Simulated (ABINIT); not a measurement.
Here is an ABINIT 10.8.3 (patched build) calculation.

run.abi

```
pp_dirpath "./"
pseudos "Ni.GGA_PBE-JTH.xml, Al.GGA_PBE-JTH.xml"

acell 2.881 2.881 2.881 Angstrom
rprim
     1.0000000000     0.0000000000     0.0000000000
     0.0000000000     1.0000000000     0.0000000000
     0.0000000000     0.0000000000     1.0000000000
ntypat 2
znucl 28 13
natom 2
typat 1 2
xred
     0.5000000000     0.5000000000     0.5000000000
     0.0000000000     0.0000000000     0.0000000000

ecut 30.0
pawecutdg 52.0

kptopt 1
ngkpt 7 7 7
nshiftk 1
shiftk 0.0 0.0 0.0

ixc -116133

nband 15
occopt 3
tsmear 0.05 eV

nsppol 2
spinat
     0.0000000000     0.0000000000     1.0000000000
     0.0000000000     0.0000000000     0.0000000000

nstep 100
tolvrs 1.0e-9

iomode 3
prtwf 0
prteig 0
prtebands 0
enunit 1
prtden 1
prtvha 1
prtvclmb 1
prtpot 1
```

Potentials or basis: JTH PAW PBE v2.0.

Run with:

```bash
$ abinit run.abi > log 2>&1
```

Question: Predict the net moment.

Answer: 0.00 μB per cell.

Question: What does it give for the band gap on the k mesh?

Answer: None (metal or under the smearing width).

Caveat: small starting moments can end in a higher magnetic state in this program.
